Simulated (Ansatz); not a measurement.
Input and command of a plane-wave DFT calculation in Ansatz:

```yaml
crystal:
  lattice:
    - [-1.9454331596, 1.9454331596, 1.9454331596]
    - [1.9454331596, -1.9454331596, 1.9454331596]
    - [1.9454331596, 1.9454331596, -1.9454331596]
  atoms:
    - { symbol: Li, position: [0.0, 0.0, 0.0] }
basis:
  ecutwfc: 420
kpoints:
  mp_grid: { grid: [6, 6, 6] }
hamiltonian:
  xc: pbe
scf:
  occupations: { method: gaussian, width: 0.1 }
output:
  forces: true
  stress: true
  eigenvalues: true
```

```bash
ansatz run input.yaml --threads 1 --pin off --max-ram 2560MiB --backend cpu --events-out ev --progress --plain --runs-dir out
```

Processor: Arm Neoverse V2, 1 thread, on a host shared with other jobs.

Q: How long does it run, and how much memory does it take?

A: About 0.3 s on 1 thread of Arm Neoverse V2, with other jobs on the host, peak memory 0.23 GiB. It solves 6 bands at 16 k points (the mesh reduced by the symmetry that the task leaves, which can be less than the crystal's) with about 603 plane waves, in 6 SCF iterations.
